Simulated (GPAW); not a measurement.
# Sn (Fd-3m) in GPAW: further runs

The runs below take Sn through band structure, with PBE, LDA.

Everything below comes from runs of GPAW 26.7.0. Logs are shortened: lines on timing, memory, paths and dates and some standing lists are left out, and cuts for length are marked. The log counts tension as positive stress, the text compression.

### Step 1. The crystal as given

Symmetry: Fd-3m, No. 227, cubic system. The conventional cell has a = 6.467 Å, b = 6.467 Å, c = 6.467 Å, α = 90.00°, β = 90.00°, γ = 90.00°. Sn (site symmetry -43m) has 4 Sn at 2.80 Å as nearest neighbours.

This isn't the form of Sn at room conditions, which is tetragonal (white tin).

### Step 2. Band structure, PBE, spin-orbit coupling, no magnetisation

The input, run.py:

```python
import numpy as np
from ase.dft.bandgap import bandgap
from ase.io import read, write
from ase.units import GPa
from gpaw import GPAW, PW
from gpaw.spinorbit import soc_eigenstates

atoms = read('Sn.cif')

calc = GPAW(mode=PW(600),
            xc='PBE',
            kpts={'size': (6, 6, 6), 'gamma': True},
            occupations={'name': 'fermi-dirac', 'width': 0.05},
            nbands=24,
            convergence={'density': 1e-05, 'energy': 1e-05},
            maxiter=150,
            txt='gpaw.txt')
atoms.calc = calc
energy = atoms.get_potential_energy()
forces = atoms.get_forces()
stress = atoms.get_stress()
calc.write('gs.gpw')
write('result.traj', atoms)
print(f'Energy: {energy:.6f} eV')
print('Forces (eV/A):')
print(forces.round(4))
print('Stress (GPa):', (stress / GPa).round(3))
print('Fermi level:', round(calc.get_fermi_level(), 4), 'eV')
print(f'Gap: {bandgap(calc)[0]:.4f} eV, direct: {bandgap(calc, direct=True)[0]:.4f} eV')

path = atoms.cell.bandpath('GXWKGLUWLK,UX', npoints=80, eps=1e-4)
bs_calc = calc.fixed_density(kpts=path, symmetry='off', nbands=38,
                             convergence={'bands': 'CBM+6.0', 'eigenstates': 1e-6}, txt='bands.txt')
bs = bs_calc.band_structure()
bs.write('bs.json')
print(f'Gap on the path: {bandgap(bs_calc)[0]:.4f} eV')

soc = soc_eigenstates(bs_calc, theta=90, phi=45)
np.savetxt('soc_bands.dat', soc.eigenvalues(), fmt='%.4f')
mesh = soc_eigenstates('gs.gpw', theta=90, phi=45)
np.savetxt('soc_mesh.dat', mesh.eigenvalues(), fmt='%.4f')
print('Fermi level with spin-orbit coupling:', round(mesh.fermi_level, 4), 'eV')
```

The input, Sn.cif:

```cif
data_Sn
_cell_length_a 4.57263724
_cell_length_b 4.57263724
_cell_length_c 4.57263724
_cell_angle_alpha 60.00000000
_cell_angle_beta 60.00000000
_cell_angle_gamma 60.00000000
_space_group_name_H-M_alt 'P1'
_space_group_name_Hall 'P 1'
_space_group_IT_number 1
loop_
_space_group_symop_operation_xyz
'x,y,z'
loop_
_atom_site_label
_atom_site_type_symbol
_atom_site_symmetry_multiplicity
_atom_site_Wyckoff_symbol
_atom_site_fract_x
_atom_site_fract_y
_atom_site_fract_z
_atom_site_occupancy
Sn1 Sn 1 a 0.7500000000 0.7500000000 0.7500000000 1
Sn2 Sn 1 a 0.5000000000 0.5000000000 0.5000000000 1
```

Potentials or basis: GPAW PAW data sets (gpaw-data 1.2.1), pw.

On the command line:

```console
$ OMP_NUM_THREADS=1 python run.py
```

gpaw.txt:

```text
__  _  _
 | _ |_)|_||  |
 |__||  | ||/\| - 26.7.0

Input parameters:
  mode=PW(ecut=600.0),
  convergence={'density': 1e-05, 'energy': 1e-05},
  kpts=MonkhorstPack(size=(6, 6, 6), gamma=True),
  maxiter=150,
  nbands=24,
  occupations=Occupations(name='fermi-dirac', width=0.05),
  xc=XC(name='PBE')

Diagonalizing LCAO Hamiltonian
Converting LCAO to pw mode

             Sn
       Sn

Atoms  # Å, Bohr magnetons
|   | symbol |        x |        y |        z |    initial magnetic moments |
|---|--------|----------|----------|----------|-----------------------------|
| 0 |     Sn | 6.858956 | 3.960020 | 2.800157 | ( 0.0000,  0.0000,  0.0000) |
| 1 |     Sn | 4.572637 | 2.640013 | 1.866771 | ( 0.0000,  0.0000,  0.0000) |

Unit cell  # Å
| periodic |        x |        y |        z |  lengths |    angles |
|----------|----------|----------|----------|----------|-----------|
|      yes | 4.572637 | 0.000000 | 0.000000 | 4.572637 | 60.000000 |
|      yes | 2.286319 | 3.960020 | 0.000000 | 4.572637 | 60.000000 |
|      yes | 2.286319 | 1.320007 | 3.733543 | 4.572637 | 60.000000 |

Number of symmetries: 24
Symmetry operations  # r_c * U_cc + t_c -> r_c
|    | kind |            matrix            |
|----|------|------------------------------|
|  0 |  E   |  1, 0, 0,  0, 1, 0,  0, 0, 1 |
|  1 |  σ   |  1, 0, 0,  0, 0, 1,  0, 1, 0 |
|  2 |  σ   |  1, 0,-1,  0, 1,-1,  0, 0,-1 |
|  3 |  C3  |  1, 0,-1,  0, 0,-1,  0, 1,-1 |
|  4 |  C3  |  1,-1, 0,  0,-1, 1,  0,-1, 0 |
|  5 |  σ   |  1,-1, 0,  0,-1, 0,  0,-1, 1 |
|  6 |  σ   |  0, 1, 0,  1, 0, 0,  0, 0, 1 |
|  7 |  C3  |  0, 1, 0,  0, 0, 1,  1, 0, 0 |
|  8 |  C2  |  0, 1,-1,  1, 0,-1,  0, 0,-1 |
|  9 |  S4  |  0, 1,-1,  0, 0,-1,  1, 0,-1 |
| 10 |  C3  |  0, 0, 1,  1, 0, 0,  0, 1, 0 |
| 11 |  σ   |  0, 0, 1,  0, 1, 0,  1, 0, 0 |
| 12 |  S4  |  0, 0,-1,  1, 0,-1,  0, 1,-1 |
| 13 |  C3  |  0, 0,-1,  0, 1,-1,  1, 0,-1 |
| 14 |  S4  |  0,-1, 1,  1,-1, 0,  0,-1, 0 |
| 15 |  C2  |  0,-1, 1,  0,-1, 0,  1,-1, 0 |
| 16 |  C3  |  0,-1, 0,  1,-1, 0,  0,-1, 1 |
| 17 |  S4  |  0,-1, 0,  0,-1, 1,  1,-1, 0 |
| 18 |  S4  | -1, 1, 0, -1, 0, 1, -1, 0, 0 |
| 19 |  C3  | -1, 1, 0, -1, 0, 0, -1, 0, 1 |
| 20 |  C3  | -1, 0, 1, -1, 1, 0, -1, 0, 0 |
| 21 |  S4  | -1, 0, 1, -1, 0, 0, -1, 1, 0 |
| 22 |  σ   | -1, 0, 0, -1, 1, 0, -1, 0, 1 |
| 23 |  C2  | -1, 0, 0, -1, 0, 1, -1, 1, 0 |

BZ-sampling:
  Number of BZ points: 216
  Number of IBZ points: 16

  Monkhorst-Pack size: [6, 6, 6]
  Monkhorst-Pack shift: [0.08333333333333333, 0.08333333333333333, 0.08333333333333333]

K-points  # in reciprocal-cell coordinates
|     |                                coordinates |     weight |
|-----|--------------------------------------------|------------|
|   0 | (  0.00000000,   0.00000000,   0.00000000) | 0.00462963 |
|   1 | (  0.16666667,   0.16666667,   0.00000000) | 0.02777778 |
|   2 | (  0.16666667,   0.16666667,   0.16666667) | 0.03703704 |
|   3 | (  0.33333333,   0.16666667,   0.16666667) | 0.05555556 |
|   4 | (  0.33333333,   0.33333333,  -0.33333333) | 0.05555556 |
|   5 | (  0.33333333,   0.33333333,   0.00000000) | 0.02777778 |
|   6 | (  0.33333333,   0.33333333,   0.16666667) | 0.11111111 |
|   7 | (  0.33333333,   0.33333333,   0.33333333) | 0.03703704 |
|   8 | (  0.50000000,   0.33333333,  -0.33333333) | 0.11111111 |
|   9 | (  0.50000000,   0.33333333,  -0.16666667) | 0.05555556 |
| ... |                                            |            |
|  15 | (  0.50000000,   0.50000000,   0.50000000) | 0.01851852 |

Plane wave coefficients: 2285
Cutoff: 600.0 eV

Spin-components: 1 (collinear spins)
Bands:           24
Projectors:      12
Spin-degeneracy: 2
Datatype:        complex128

Parallelization:
  kpt:    1
  domain: 1
  band:   1

Density:
  Valence electrons: 28.0
  Components: 1
  Grid points: [27 27 27]
  Charge: 0.0  # |e|

Potential:
  Grid points: [27 27 27]

species:
  Sn:
    name:    Tin
    Z:       50.0
    valence: 14
    core:    36
    charge:  0.0  # [|e|]
    compensation charges:
      type: gauss
      rc: 0.38  # [Å]
      lmax: 2
    cutoffs:
      filter: 2.23  # [Å]
      core: 2.35  # [Å]
    projectors
    | kind |    occ | energy [eV] | rcut [Å] |
    |------|--------|-------------|----------|
    |   5s |  2.000 |     -10.538 |    1.201 |
    |   5p |  2.000 |      -3.696 |    1.270 |
    |   4d | 10.000 |     -25.845 |    1.185 |
    |    s |        |      16.674 |    1.201 |
    |    p |        |      23.515 |    1.270 |
    |    d |        |       1.367 |    1.185 |

    Using partial waves for Sn as LCAO basis

Reference energy: -336021.386614  # eV

eigensolver:
  PPCG
  Converge bands: occupied
  niter=2

density mixing:
  MSR1-Mixer
  Pratt-step length: 0.05
  Maximum mixing coefficient: 0.75
  Old densities: 10
  SVD Regularization: 0.005
  Good broyden scale: 1.0
  Trust region scale: 1.0
  Backstep threshold: 4.0
  History deletion threshold: 6.0
  Fourier metric: weight=20.0, sigma=0.015

occupation numbers:
  Fermi-Dirac:
    width: 0.0500  # eV

poisson solver:
  ecut: 4800.0  # eV

xc functional:
  name: PBE with 2 nearest neighbor stencil

convergence criteria:
- Maximum integral of absolute [dens]ity change: 1e-05 electrons / valence electron
- Maximum [total energy] change in last 3 cyles: 1e-05 eV / valence electron
- Maximum integral of absolute [eigenst]ate change: 4e-08 eV^2 / valence electron
maximum number of iterations: 150

SCF iterations
|iter     | |      energy | eigst |  dens |
|---------|-|-------------|-------|-------|
|iter:   1| |   -8.057753 | +0.01 |       |
|iter:   2| |   -8.060688 | -2.29 | -1.44 |
|iter:   3| |   -8.033265 | -2.50 | -1.47 |
|iter:   4| |   -8.037477 | -3.09 | -1.97 |
|iter:   5| |   -8.038384 | -4.09 | -2.64 |
|iter:   6| |   -8.038404 | -5.62 | -3.66 |
|iter:   7| |   -8.038406c| -6.60 | -4.39 |
|iter:   8| |   -8.038406c| -8.09c| -4.68 |
|iter:   9| |   -8.038406c| -8.29c| -5.33c|

Converged in 9 steps
Energy contributions relative to reference atoms: (reference = -336021.386614)

Energy contributions:
  Kinetic:          11.964392
  Coulomb:         -10.891498
  Zero:              0.034796
  External:          0.000000
  Xc:               -9.145010
  Entropy:          -0.002173
  Spinorbit:         0.000000
  ----------------------------
  Free energy:      -8.039492
  Extrapolated:     -8.038406

dipole moment: (6.348361, 3.665228, 2.591708)  # |e|*Ang

Fermi level: 5.060
Eigenvalues  # (at kpt = [0.000, 0.000, 0.000])
| band index |      eig [eV] | occ [0-2] |
|------------|---------------|-----------|
|          0 |       -16.628 |     2.000 |
|        ... |               |           |
|          4 |       -16.569 |     2.000 |
|          5 |       -16.249 |     2.000 |
|          6 |       -16.249 |     2.000 |
|          7 |       -16.249 |     2.000 |
|          8 |       -16.241 |     2.000 |
|          9 |       -16.241 |     2.000 |
[... 8 lines left out ...]
|         18 |        10.115 |     0.000 |
|         19 |        13.037 |     0.000 |
|        ... |               |           |
|         23 |        13.419 |     0.000 |

No gap
No difference between direct/indirect transitions

Forces  # eV/Ang
|        x |        y |        z |
|----------|----------|----------|
|  0.00000 | -0.00000 |  0.00000 |  # Sn   0
| -0.00000 | -0.00000 | -0.00000 |  # Sn   1

Stress tensor  # eV/Ang^3
|         x |         y |         z |
|-----------|-----------|-----------|
| -0.022361 |  0.000000 |  0.000000 |
|  0.000000 | -0.022361 |  0.000000 |
|  0.000000 |  0.000000 | -0.022361 |

# Writing to gs.gpw (mode='')
```

stdout:

```text
Energy: -8.038406 eV
Forces (eV/A):
[[ 0. -0.  0.]
 [-0. -0. -0.]]
Stress (GPa): [-3.583 -3.583 -3.583  0.     0.     0.   ]
Fermi level: 5.0601 eV
Gap: 0.0000 eV, direct: 0.0000 eV
Gap on the path: 0.0000 eV
Fermi level with spin-orbit coupling: 5.0553 eV
```

bands.txt:

```text
Diagonalizing LCAO Hamiltonian
Converting LCAO to pw mode
convergence criteria:
- Maximum integral of absolute [eigenst]ate change: 1e-06 eV^2 / valence electron
maximum number of iterations: 150

SCF iterations
|iter     | |      energy | eigst |  dens |
|---------|-|-------------|-------|-------|
|iter:   1| |             | +0.82 |       |
[... 86 lines left out ...]
         [0.40277778, 0.40277778, 0.69444444],
         [0.38888889, 0.38888889, 0.72222222],
         [0.375     , 0.375     , 0.75      ],
         [0.625     , 0.25      , 0.625     ],
         [0.59375   , 0.1875    , 0.59375   ],
         [0.5625    , 0.125     , 0.5625    ],
         [0.53125   , 0.0625    , 0.53125   ],
         [0.5       , 0.        , 0.5       ]])),
  maxiter=150,
  nbands=38,
  occupations=Occupations(name='fermi-dirac', width=0.05),
  symmetry=Symmetry(point_group=False, time_reversal=False),
  xc=XC(name='PBE')
```

It took 1.7 min on 1 thread of Arm Neoverse V1, shared host; peak memory 0.37 GiB.

What came out:

| Item | Value |
| --- | --- |
| Free energy | -8.0395 eV |
| Pressure | 3.6 GPa |
| Band gap along the path | none (metal or under the smearing width) |

Levels at the corners of the path, in eV from the Fermi level:
```tsv
point	band 26	band 27	band 28	band 29	band 30	band 31
Γ	-0.41	0.33	0.33	0.33	0.33	1.81
X	-2.51	-2.51	-2.51	0.83	0.83	0.83
W	-3.19	-2.99	-2.99	3.27	3.27	3.62
K	-3.43	-2.14	-2.14	1.11	1.11	3.38
Γ	-0.41	0.33	0.33	0.33	0.33	1.81
L	-1.38	-0.91	-0.91	0.03	0.03	3.12
U	-3.43	-2.14	-2.14	1.11	1.11	3.38
W	-3.19	-2.99	-2.99	3.27	3.27	3.62
L	-1.38	-0.91	-0.91	0.03	0.03	3.12
K	-3.43	-2.14	-2.14	1.11	1.11	3.38
U	-3.43	-2.14	-2.14	1.11	1.11	3.38
X	-2.51	-2.51	-2.51	0.83	0.83	0.83
```

Caveat: spin-orbit coupling was added after a scalar SCF, so levels and gaps hold it while energy, forces, pressure and moments don't; this program's spin-orbit splittings come out too wide for heavy elements.

### Step 3. Band structure, LDA, spin-orbit coupling, no magnetisation

run.py, as its differences from that of step 2:

```diff
@@ -10,3 +10,3 @@
 calc = GPAW(mode=PW(600),
-            xc='PBE',
+            xc='LDA',
             kpts={'size': (6, 6, 6), 'gamma': True},
@@ -30,3 +30,3 @@
 
-path = atoms.cell.bandpath('GXWKGLUWLK,UX', npoints=80, eps=1e-4)
+path = atoms.cell.bandpath('GXWKGLUWLK,UX', npoints=100, eps=1e-4)
 bs_calc = calc.fixed_density(kpts=path, symmetry='off', nbands=38,
@@ -37,5 +37,5 @@
 
-soc = soc_eigenstates(bs_calc, theta=90, phi=45)
+soc = soc_eigenstates(bs_calc, theta=54.7, phi=45)
 np.savetxt('soc_bands.dat', soc.eigenvalues(), fmt='%.4f')
-mesh = soc_eigenstates('gs.gpw', theta=90, phi=45)
+mesh = soc_eigenstates('gs.gpw', theta=54.7, phi=45)
 np.savetxt('soc_mesh.dat', mesh.eigenvalues(), fmt='%.4f')
```

Sn.cif is that of step 2.

Potentials or basis: the program's PAW data sets (release 1.2.1) made for this functional, pw.

On the command line:

```console
$ OMP_NUM_THREADS=1 python run.py
```

Wall time 2 min (1 thread of Arm Neoverse V1, shared host); peak memory 0.4 GiB.

Results (log left out):

```
Free energy             : -9.3942 eV
Pressure                : -0.1 GPa
Band gap along the path : none (metal or under the smearing width)
```

Levels at the corners of the path, in eV from the Fermi level:
| point | band 24 | band 25 | band 26 | band 27 | band 28 | band 29 | band 30 | band 31 | band 32 | band 33 |
| --- | --- | --- | --- | --- | --- | --- | --- | --- | --- | --- |
| Γ | -0.69 | -0.37 | -0.37 | 0.41 | 0.41 | 0.41 | 0.41 | 1.85 | 1.85 | 2.39 |
| X | -7.53 | -2.45 | -2.45 | -2.45 | -2.45 | 0.82 | 0.82 | 0.82 | 0.82 | 7.72 |
| W | -7.44 | -3.14 | -3.14 | -2.93 | -2.93 | 3.25 | 3.25 | 3.62 | 3.62 | 4.07 |
| K | -7.04 | -3.38 | -3.38 | -2.07 | -2.07 | 1.10 | 1.10 | 3.38 | 3.38 | 5.75 |
| Γ | -0.69 | -0.37 | -0.37 | 0.41 | 0.41 | 0.41 | 0.41 | 1.85 | 1.85 | 2.39 |
| L | -6.32 | -1.33 | -1.33 | -0.83 | -0.83 | -0.03 | -0.03 | 3.17 | 3.17 | 3.42 |
| U | -7.04 | -3.38 | -3.38 | -2.07 | -2.07 | 1.10 | 1.10 | 3.38 | 3.38 | 5.75 |
| W | -7.44 | -3.14 | -3.14 | -2.93 | -2.93 | 3.25 | 3.25 | 3.62 | 3.62 | 4.07 |
| L | -6.32 | -1.33 | -1.33 | -0.83 | -0.83 | -0.03 | -0.03 | 3.17 | 3.17 | 3.42 |
| K | -7.04 | -3.38 | -3.38 | -2.07 | -2.07 | 1.10 | 1.10 | 3.38 | 3.38 | 5.75 |
| U | -7.04 | -3.38 | -3.38 | -2.07 | -2.07 | 1.10 | 1.10 | 3.38 | 3.38 | 5.75 |
| X | -7.53 | -2.45 | -2.45 | -2.45 | -2.45 | 0.82 | 0.82 | 0.82 | 0.82 | 7.72 |

Caveat: spin-orbit coupling was added after a scalar SCF, so levels and gaps hold it while energy, forces, pressure and moments don't; this program's spin-orbit splittings come out too wide for heavy elements.

### Step 4. Band structure, PBE

The input, run.py:

```python
from ase import Atoms
from ase.dft.bandgap import bandgap
from ase.io import write
from gpaw import GPAW

atoms = Atoms(['Sn', 'Sn'],
              cell=[[0.0, 3.2333428, 3.2333428],
                    [3.2333428, 0.0, 3.2333428],
                    [3.2333428, 3.2333428, 0.0]],
              scaled_positions=[[0.75, 0.75, 0.75],
                                [0.5, 0.5, 0.5]],
              pbc=True)

calc = GPAW(mode='fd',
            h=0.16,
            xc='PBE',
            kpts={'size': (6, 6, 6), 'gamma': True},
            occupations={'name': 'fermi-dirac', 'width': 0.05},
            nbands=24,
            convergence={'density': 1e-05, 'energy': 1e-05},
            maxiter=150,
            txt='gpaw.txt')
atoms.calc = calc
energy = atoms.get_potential_energy()
forces = atoms.get_forces()
calc.write('gs.gpw')
write('result.traj', atoms)
print(f'Energy: {energy:.6f} eV')
print('Forces (eV/A):')
print(forces.round(4))
print('Fermi level:', round(calc.get_fermi_level(), 4), 'eV')
print(f'Gap: {bandgap(calc)[0]:.4f} eV, direct: {bandgap(calc, direct=True)[0]:.4f} eV')

path = atoms.cell.bandpath('GXWKGLUWLK,UX', npoints=100, eps=1e-4)
bs_calc = calc.fixed_density(kpts=path, symmetry='off', nbands=38,
                             convergence={'bands': 'CBM+6.0', 'eigenstates': 1e-6}, txt='bands.txt')
bs = bs_calc.band_structure()
bs.write('bs.json')
print(f'Gap on the path: {bandgap(bs_calc)[0]:.4f} eV')
```

Potentials or basis: GPAW PAW data sets (gpaw-data 1.2.1), fd.

On the command line:

```console
$ OMP_NUM_THREADS=1 python run.py
```

Wall time 8.4 min (1 thread of Arm Neoverse V1, shared host); peak memory 1.4 GiB.

It converged, with:

* Free energy: -8.0988 eV
* Band gap along the path: none (metal or under the smearing width)

Levels at the corners of the path, in eV from the Fermi level:
| point | band 12 | band 13 | band 14 | band 15 | band 16 | band 17 |
| --- | --- | --- | --- | --- | --- | --- |
| Γ | -0.53 | 0.08 | 0.08 | 0.08 | 2.16 | 2.16 |
| X | -7.52 | -2.50 | -2.50 | 0.82 | 0.82 | 7.79 |
| W | -7.46 | -3.08 | -3.08 | 3.46 | 3.46 | 4.05 |
| K | -7.04 | -3.42 | -2.14 | 1.11 | 3.39 | 5.81 |
| Γ | -0.53 | 0.08 | 0.08 | 0.08 | 2.16 | 2.16 |
| L | -6.32 | -1.14 | -1.14 | 0.03 | 3.24 | 3.24 |
| U | -7.04 | -3.42 | -2.14 | 1.11 | 3.39 | 5.81 |
| W | -7.46 | -3.08 | -3.08 | 3.46 | 3.46 | 4.05 |
| L | -6.32 | -1.14 | -1.14 | 0.03 | 3.24 | 3.24 |
| K | -7.04 | -3.42 | -2.14 | 1.11 | 3.39 | 5.81 |
| U | -7.04 | -3.42 | -2.14 | 1.11 | 3.39 | 5.81 |
| X | -7.52 | -2.50 | -2.50 | 0.82 | 0.82 | 7.79 |

Caveat: the real-space grid adds noise to forces; spin-orbit coupling is left out, which moves the levels of the heavy elements.

### Step 5. The runs side by side

| level | potentials or basis | spin | cutoff (eV) | band points | spin axis theta (degrees) | spin axis phi (degrees) | soc after scf | grid spacing | pressure (GPa) |
| --- | --- | --- | --- | --- | --- | --- | --- | --- | --- |
| PBE | GPAW PAW data sets (gpaw-data 1.2.1), pw | SOC, no magnetisation | 600 | 80 | 90 | 45 | second variation | - | 3.6 |
| LDA | the program's PAW data sets (release 1.2.1) made for this functional, pw | SOC, no magnetisation | 600 | 100 | 54.7 | 45 | second variation | - | -0.1 |
| PBE | GPAW PAW data sets (gpaw-data 1.2.1), fd | off | - | 100 | - | - | - | 0.16 Å | - |

Alike in all rows: task band structure; cell as given; k mesh 6 × 6 × 6; smearing fermi-dirac 0.05 eV.

Caveats: spin-orbit coupling was added after a scalar SCF, so levels and gaps hold it while energy, forces, pressure and moments don't (some runs); this program's spin-orbit splittings come out too wide for heavy elements (some runs); the real-space grid adds noise to forces (some runs); spin-orbit coupling is left out, which moves the levels of the heavy elements (some runs).

Total energies depend on the potentials used, so only differences within one code and one set of settings carry meaning.
